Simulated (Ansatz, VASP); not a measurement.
# Tl in VASP and in Ansatz

Contents of INCAR:

```
ALGO     = Normal         # electronic algorithm
EDIFF    = 1E-7           # SCF threshold, eV
ENCUT    = 520            # plane-wave cutoff, eV
GGA      = PE             # functional
ISIF     = 2              # what is computed and relaxed
ISMEAR   = -1             # smearing method
LASPH    = T              # aspherical terms in the spheres
LCHARG   = F              # write CHGCAR
LREAL    = F              # projectors in reciprocal space
LWAVE    = F              # write WAVECAR
NBANDS   = 20             # bands
NELM     = 100            # most SCF steps
PREC     = Accurate       # precision mode
SIGMA    = 0.05           # smearing width, eV
```

KPOINTS

```
k-points
0
Gamma
  9 9 5
```

File POSCAR:

```
Tl
1.0
    3.4328046702      0.0000000000      0.0000000000
   -1.7164023351      2.9728960507      0.0000000000
    0.0000000000      0.0000000000      5.4879183458
Tl
2
Direct
    0.6666666667      0.3333333333      0.7500000000
    0.3333333333      0.6666666667      0.2500000000
```

File input.yaml:

```yaml
crystal:
  lattice:
    - [3.4328046702, 0.0, 0.0]
    - [-1.7164023351, 2.9728960507, 0.0]
    - [0.0, 0.0, 5.4879183458]
  atoms:
    - { symbol: Tl, position: [0.6666666667, 0.3333333333, 0.75] }
    - { symbol: Tl, position: [0.3333333333, 0.6666666667, 0.25] }
kpoints:
  mp_grid: { grid: [9, 9, 5] }
scf:
  occupations: { method: fermi_dirac, width: 0.05 }
hamiltonian:
  xc: pbe
  pseudopotentials: { kind: all_electron, lapw: { basis_error: 0.0005 } }
output:
  forces: true
  stress: true
  eigenvalues: true
```

Change from the starting cell: volume scaled by 0.98.

Alike in both runs: task single point; functional PBE; k mesh 9 × 9 × 5; occupations fermi-dirac, width 0.05 eV; no spin polarisation.

|  | VASP | Ansatz |
| --- | --- | --- |
| version | VASP 6.6.1 | Ansatz 0.2.0 |
| potentials or method | VASP PAW PBE potentials, release 64 (Tl_d) | all-electron LAPW, scalar-relativistic |
| plane-wave cutoff (eV) | 520 | see its input |

Ansatz gave:

```
gap on the k mesh at the Fermi level (eV)       : none
pressure (GPa)                                  : 4.4
largest component of the traceless stress (GPa) : 1.03
```

Q: Estimate VASP's values.

A: gap on the k mesh at the Fermi level (eV): none; pressure (GPa): 4.3; largest component of the traceless stress (GPa): 1.02.

A gap of «none» marks a metal or a gap that the smearing closes. Ansatz ran all-electron here, so the differences hold the error of VASP's frozen core and of both bases.

The runs have no spin-orbit coupling, so splittings on Tl are missing.
